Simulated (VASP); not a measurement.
# Na in VASP: work function with PBE

Aim: the work function of Na with PBE.

All numbers are computed with VASP 6.6.1; they aren't measurements. Logs are shortened: lines on timing, memory, paths and dates and some standing lists are left out, and cuts for length are marked.

## (1) The cell of the first run

The cell holds a slab with vacuum, 9 atoms: a = 3.700 Å, b = 3.700 Å, c = 40.075 Å, α = 90.00°, β = 90.00°, γ = 120.00°.

The slab is cut from a database's or a generator's crystal, which needn't be the stable form of the element.

## (2) Work function, PBE (the (0 0 1) slab of Na, cut from the database cell, not relaxed)

The input, INCAR:

```
PREC = Accurate
ENCUT = 520
EDIFF = 1E-6
ISMEAR = 0
SIGMA = 0.05
LREAL = F
LASPH = T
NELM = 80
ALGO = Normal
ISIF = 2
LWAVE = F
LCHARG = T
LDIPOL = T
IDIPOL = 3
DIPOL = 0.5 0.5 0.500
GGA = PE
LELF = T
LVHAR = T
LVACPOTAV = T
```

The input, KPOINTS:

```
Automatic mesh
0
Gamma
  8 8 1
```

The input, POSCAR:

```
Na
1.0
    3.7003831212      0.0000000000      0.0000000000
   -1.8501915606      3.2046257867      0.0000000000
    0.0000000000      0.0000000000     40.0746430800
Na
9
Direct
    0.3333333300      0.6666666600      0.1871507623
    0.0000000000      0.0000000000      0.2653630717
    0.6666666700      0.3333333400      0.3435753811
    0.0000000000      0.0000000000      0.4217876906
    0.3333333300      0.6666666600      0.5000000000
    0.0000000000      0.0000000000      0.5782123094
    0.6666666700      0.3333333400      0.6564246189
    0.0000000000      0.0000000000      0.7346369283
    0.3333333300      0.6666666600      0.8128492377
```

Potentials or basis: VASP PAW PBE potentials, release 64 (Na_pv).

Started as:

```bash
cat potpaw_PBE.64/Na_pv/POTCAR > POTCAR
mpirun -np 1 vasp_std > vasp.out
```

OUTCAR:

```text
PREC = Accurate
   ENCUT = 520
   EDIFF = 1E-6
   ISMEAR = 0
   LREAL = F
   LASPH = T
   NELM = 80
   ISIF = 2
   GGA = PE

 ion  position               nearest neighbor table
   1  0.333  0.667  0.187-
   2  0.000  0.000  0.265-
   3  0.667  0.333  0.344-
   4  0.000  0.000  0.422-
   5  0.333  0.667  0.500-
   6  0.000  0.000  0.578-
   7  0.667  0.333  0.656-
   8  0.000  0.000  0.735-
   9  0.333  0.667  0.813-

  LATTYP: Found a hexagonal cell.
 ALAT       =     3.7003831212
 C/A-ratio  =    10.8298632243

  Lattice vectors:

 A1 = (   3.7003831212,   0.0000000000,   0.0000000000)
 A2 = (  -1.8501915606,   3.2046257867,   0.0000000000)
 A3 = (   0.0000000000,   0.0000000000,  40.0746430800)

Analysis of symmetry for initial positions (statically):
=====================================================================
 Subroutine PRICEL returns:
 Original cell was already a primitive cell.

 Routine SETGRP: Setting up the symmetry group for a
 hexagonal supercell.

 Subroutine GETGRP returns: Found 12 space group operations
 (whereof 12 operations were pure point group operations)
 out of a pool of 24 trial point group operations.

The static configuration has the point symmetry D_3h.

Analysis of symmetry for dynamics (positions and initial velocities):
=====================================================================
 Subroutine PRICEL returns:
 Original cell was already a primitive cell.

 Routine SETGRP: Setting up the symmetry group for a
 hexagonal supercell.

 Subroutine GETGRP returns: Found 12 space group operations
 (whereof 12 operations were pure point group operations)
 out of a pool of 24 trial point group operations.

The dynamic configuration has the point symmetry D_3h.

 Subroutine INISYM returns: Found 12 space group operations
 (whereof 12 operations are pure point group operations),
 and found     1 'primitive' translations

----------------------------------------------------------------------------------------

                                     Primitive cell

  volume of cell :     475.2189

  direct lattice vectors                    reciprocal lattice vectors
     3.700383121  0.000000000  0.000000000     0.270242288  0.156024458  0.000000000
    -1.850191561  3.204625787  0.000000000     0.000000000  0.312048915  0.000000000
     0.000000000  0.000000000 40.074643080     0.000000000  0.000000000  0.024953435

  length of vectors
     3.700383121  3.700383121 40.074643080     0.312048915  0.312048915  0.024953435

  position of ions in fractional coordinates (direct lattice)
     0.333333330  0.666666660  0.187150762
     0.000000000  0.000000000  0.265363072
     0.666666670  0.333333340  0.343575381
     0.000000000  0.000000000  0.421787691
     0.333333330  0.666666660  0.500000000
     0.000000000  0.000000000  0.578212309
     0.666666670  0.333333340  0.656424619
     0.000000000  0.000000000  0.734636928
     0.333333330  0.666666660  0.812849238

  ion indices of the primitive-cell ions
   primitive index   ion index
                 1           1
                 2           2
                 3           3
                 4           4
                 5           5
                 6           6
                 7           7
                 8           8
                 9           9

----------------------------------------------------------------------------------------

 KPOINTS: Automatic mesh

Automatic generation of k-mesh.
 Grid dimensions read from file:
 generate k-points for:    8    8    1

 Generating k-lattice:

  Cartesian coordinates                     Fractional coordinates (reciprocal lattice)
     0.033780286  0.019503057  0.000000000     0.125000000 -0.000000000  0.000000000
     0.000000000  0.039006114  0.000000000     0.000000000  0.125000000  0.000000000
     0.000000000  0.000000000  0.024953435     0.000000000  0.000000000  1.000000000

  Length of vectors
     0.039006114  0.039006114  0.024953435

  Shift w.r.t. Gamma in fractional coordinates (k-lattice)
     0.000000000  0.000000000  0.000000000

 Subroutine IBZKPT returns following result:
 ===========================================

 Found     10 irreducible k-points:

 Following reciprocal coordinates:
            Coordinates               Weight
  0.000000  0.000000  0.000000      1.000000
  0.125000  0.000000  0.000000      6.000000
  0.250000  0.000000  0.000000      6.000000
  0.375000  0.000000  0.000000      6.000000
  0.500000  0.000000  0.000000      3.000000
  0.125000  0.125000  0.000000      6.000000
  0.250000  0.125000  0.000000     12.000000
  0.375000  0.125000  0.000000     12.000000
  0.250000  0.250000  0.000000      6.000000
  0.375000  0.250000  0.000000      6.000000
   k-points           NKPTS =     10   k-points in BZ     NKDIM =     10   number of bands    NBANDS=     37
   number of dos      NEDOS =    301   number of ions     NIONS =      9
   total plane-waves  NPLWV = 235200
   dimension x,y,z NGX =    28 NGY =   28 NGZ =  300
   dimension x,y,z NGXF=    56 NGYF=   56 NGZF=  600
   ions per type =               9
   NGX,Y,Z   is equivalent  to a cutoff of  12.58, 12.58, 12.45 a.u.
   NGXF,Y,Z  is equivalent  to a cutoff of  25.16, 25.16, 24.89 a.u.
 SYSTEM =  unknown system
   PREC   = accura    normal or accurate (medium, high low for compatibility)
   ISTART =      0    job   : 0-new  1-cont  2-samecut
   ICHARG =      2    charge: 1-file 2-atom 10-const
   ISPIN  =      1    spin polarized calculation?
   LNONCOLLINEAR =      F non collinear calculations
   LSORBIT =      F    spin-orbit coupling
   LASPH  =      T    aspherical Exc in radial PAW
   ENCUT  =  520.0 eV  38.22 Ry    6.18 a.u.   6.88  6.88 74.51*2*pi/ulx,y,z
   NELM   =     80;   NELMIN=  2; NELMDL= -5     # of ELM steps
   EDIFF  = 0.1E-05   stopping-criterion for ELM
   LREAL  =      F    real-space projection
   EDIFFG = 0.1E-04   stopping-criterion for IOM
   NSW    =      0    number of steps for IOM
   IBRION =     -1    ionic relax: 0-MD 1-quasi-New 2-CG
   NFREE  =      0    steps in history (QN), initial steepest desc. (CG)
   ISIF   =      2    stress and relaxation
   ISYM   =      2    0-nonsym 1-usesym 2-fastsym
   POTIM  = 0.5000    time-step for ionic-motion
   TEBEG  =    0.0;   TEEND  =   0.0 temperature during run
   PSTRESS=    0.0 pullay stress
   NELECT =      63.0000    total number of electrons
   NUPDOWN=      -1.0000    fix difference up-down
   EMIN   =  10.00;   EMAX   =-10.00  energy-range for DOS
   EFERMI =   0.00;   METHOD = LEGACY
   ISMEAR =     0;   SIGMA  =   0.05  broadening in eV -4-tet -1-fermi 0-gaus
   EFERMI_NEDOS =   21; number of points for ismear=-14 and -15
   IALGO  =     38    algorithm
   IMIX   =      4    mixing-type and parameters
     AMIX     =   0.40;   BMIX     =  1.00
     AMIX_MAG =   1.60;   BMIX_MAG =  1.00
  volume/ion in A,a.u.               =      52.80       356.33
  Fermi-wavevector in a.u.,A,eV,Ry     =   0.834751  1.577451  9.480673  0.696810
  Thomas-Fermi vector in A             =   1.948195
   LORBIT       =      0    0 simple, 1 ext, 2 COOP (PROOUT), +10 PAW based schemes
   GGA     = PE    functional components
   LHFCALC =     F    Hartree Fock is set to
   AEXX    =    0.0000 exact exchange contribution
   IVDW    =     0    specifies the selected vdW correction
   LEPSILON=     F    determine dielectric tensor
   LRPA    =     F    only Hartree local field effects (RPA)
 non-spin polarized calculation
 Gauss-broadening in eV      SIGMA  =   0.05
  energy-cutoff  :      520.00
  volume of cell :      475.22
 maximum number of plane-waves:     12842
 NGX is ok and might be reduce to    28
   NGX = 13   NGY = 13   NGZ =149

 number of electron      63.0000003 magnetization

 dipolmoment           0.000000      0.000000     -0.000000 electrons x Angstroem

 Free energy of the ion-electron system (eV)
  ---------------------------------------------------
  ext. energy  EPLUGINS =         0.00000000
  ---------------------------------------------------
  free energy    TOTEN  =       -11.45824916 eV

  energy without entropy =      -11.45476959  energy(sigma->0) =      -11.45650938

 E-fermi :  -0.6029     XC(G=0):  -4.9277

 val. band max:       -0.6048284619   @ k =   0.1250   0.1250   0.0000
 cond. band min:      -0.5180923581   @ k =   0.3750   0.1250   0.0000
 fundamental gap:      0.0867361037
 Fermi energy:        -0.6029062089

 k-point     1 :       0.0000    0.0000    0.0000
  band No.  band energies     occupation
      1     -25.7205      2.00000
      2     -25.7205      2.00000
      3     -25.6890      2.00000
      4     -25.6890      2.00000
      5     -25.6890      2.00000
      6     -25.6890      2.00000
[... 29 lines left out ...]
     36      -0.6432      1.74580
     37      -0.1216      0.00000

 k-point     2 :       0.1250    0.0000    0.0000
  band No.  band energies     occupation
      1     -25.7199      2.00000
      2     -25.7199      2.00000
      3     -25.6933      2.00000
      4     -25.6933      2.00000
      5     -25.6900      2.00000
      6     -25.6900      2.00000
[... 29 lines left out ...]
     36      -0.4187      0.00000
     37       0.0920      0.00000

 k-point     3 :       0.2500    0.0000    0.0000
  band No.  band energies     occupation
      1     -25.7185      2.00000
      2     -25.7185      2.00000
      3     -25.7039      2.00000
      4     -25.7039      2.00000
      5     -25.6926      2.00000
      6     -25.6926      2.00000
[... 29 lines left out ...]
     36       0.2480      0.00000
     37       0.7342      0.00000
[... 201 lines left out ...]
 k-point     9 :       0.2500    0.2500    0.0000
  band No.  band energies     occupation
      1     -25.7164      2.00000
      2     -25.7164      2.00000
      3     -25.7130      2.00000
      4     -25.7130      2.00000
      5     -25.7018      2.00000
      6     -25.7018      2.00000
[... 29 lines left out ...]
     36       1.8716      0.00000
     37       2.4142      0.00000

 k-point    10 :       0.3750    0.2500    0.0000
  band No.  band energies     occupation
      1     -25.7160      2.00000
      2     -25.7160      2.00000
      3     -25.7133      2.00000
      4     -25.7133      2.00000
      5     -25.7053      2.00000
      6     -25.7053      2.00000
[... 29 lines left out ...]
     36       1.2714      0.00000
     37       1.5889      0.00000

------------------------ aborting loop because EDIFF is reached ----------------------------------------

  FORCE on cell =-STRESS in cart. coord.  units (eV):
  Direction    XX          YY          ZZ          XY          YZ          ZX
  --------------------------------------------------------------------------------------
  -------------------------------------------------------------------------------------
  Total        0.4593032      0.4593032     -1.2595013      0.0000000      0.0000000     -0.0000000
  in kB        1.5485186      1.5485186     -4.2463474      0.0000000      0.0000000     -0.0000000
  external PRESSURE =      -0.3831034 kB  Pullay stress =       0.0000000 kB

 VOLUME and BASIS-vectors are now :
 -----------------------------------------------------------------------------
  energy-cutoff  :      520.00
  volume of cell :      475.22
      direct lattice vectors                 reciprocal lattice vectors
     3.700383121  0.000000000  0.000000000     0.270242288  0.156024458  0.000000000
    -1.850191561  3.204625787  0.000000000     0.000000000  0.312048915  0.000000000
     0.000000000  0.000000000 40.074643080     0.000000000  0.000000000  0.024953435

 POSITION                                       TOTAL-FORCE (eV/Angst)
 -----------------------------------------------------------------------------------
      0.00000      2.13642      7.50000        -0.000000      0.000000      0.040314
      0.00000      0.00000     10.63433         0.000000      0.000000      0.031252
      1.85019      1.06821     13.76866        -0.000000     -0.000000     -0.026594
      0.00000      0.00000     16.90299         0.000000      0.000000     -0.000051
      0.00000      2.13642     20.03732         0.000000     -0.000000      0.000000
      0.00000      0.00000     23.17165         0.000000      0.000000      0.000051
      1.85019      1.06821     26.30598        -0.000000     -0.000000      0.026594
      0.00000      0.00000     29.44031         0.000000      0.000000     -0.031252
      0.00000      2.13642     32.57464        -0.000000      0.000000     -0.040314
 -----------------------------------------------------------------------------------
    total drift:                                0.000001      0.000004     -0.000000

  FREE ENERGIE OF THE ION-ELECTRON SYSTEM (eV)
  ---------------------------------------------------
  free  energy   TOTEN  =       -11.4582491567 eV

  energy  without entropy=      -11.4547695943  energy(sigma->0) =      -11.45650938

 vacuum level on the upper side and lower side of the slab         2.261         2.261
```

Wall time 3 min (1 thread of Intel Xeon Platinum 8488C (Sapphire Rapids), shared host); peak memory 0.53 GiB.

What came out:

```yaml
Free_energy: -11.4582 eV
Largest_force: 0.040 eV/Å
Band_gap_on_the_k_mesh: none (metal or under the smearing width)
Work_function_of_the_upper_face: 2.86 eV
Work_function_of_the_lower_face: 2.86 eV
```

Forces in eV/Å, atoms in the order of the input:
```
Na   0.000  0.000  0.040
Na   0.000  0.000  0.031
Na   0.000  0.000 -0.027
Na   0.000  0.000  0.000
Na   0.000  0.000  0.000
Na   0.000  0.000  0.000
Na   0.000  0.000  0.027
Na   0.000  0.000 -0.031
Na   0.000  0.000 -0.040
```

Levels at points of the mesh, in eV from the Fermi level:
```
           k point  band 30  band 31  band 32  band 33  band 34  band 35
(0.00, 0.00, 0.00)    -2.89    -2.61    -2.22    -1.78    -1.26    -0.68
(0.50, 0.00, 0.00)     0.52     0.61     0.66     0.82     0.94     1.06
```
